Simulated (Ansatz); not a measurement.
CdO (Monteponite):

```
Cd O
1.0
     0.00000    2.34950    2.34950
     2.34950    0.00000    2.34950
     2.34950    2.34950    0.00000
Cd O
1 1
Cartesian
  0.0000 0.0000 0.0000
  2.3495 2.3495 2.3495
```

```yaml
Program: Ansatz 0.2.0
Task: relaxation of cell and atoms
Functional: PBE
Potentials_or_basis: all-electron LAPW, scalar-relativistic
Basis_error_allowed: 0.001 eV/atom
k_mesh: 10 × 10 × 10
Occupations: fermi-dirac, width 0.05 eV
Spin: no spin polarisation
```

At the start: volume 12.97 Å³/atom.

Question: How do energy, volume and symmetry change on relaxing?

Answer: Over 5 steps the energy falls by 10.5 meV/atom and the volume is 13.55 Å³/atom (+4.4 %); space group Fm-3m (No. 225, to 0.05 Å).

The path:
```tsv
step	energy change (eV)	largest force (eV/Å)	volume (Å³)
1	0.0000	0.0000	25.94
2	-0.0205	0.0000	27.27
3	-0.0210	0.0000	27.11
4	-0.0210	0.0000	27.09
5	-0.0210	0.0000	27.09
```

Final structure:
```
Cd O
1.0
     0.00000    2.38380    2.38380
     2.38380    0.00000    2.38380
     2.38380    2.38380    0.00000
Cd O
1 1
Direct
  0.00000 0.00000 0.00000
  0.50000 0.50000 0.50000
```
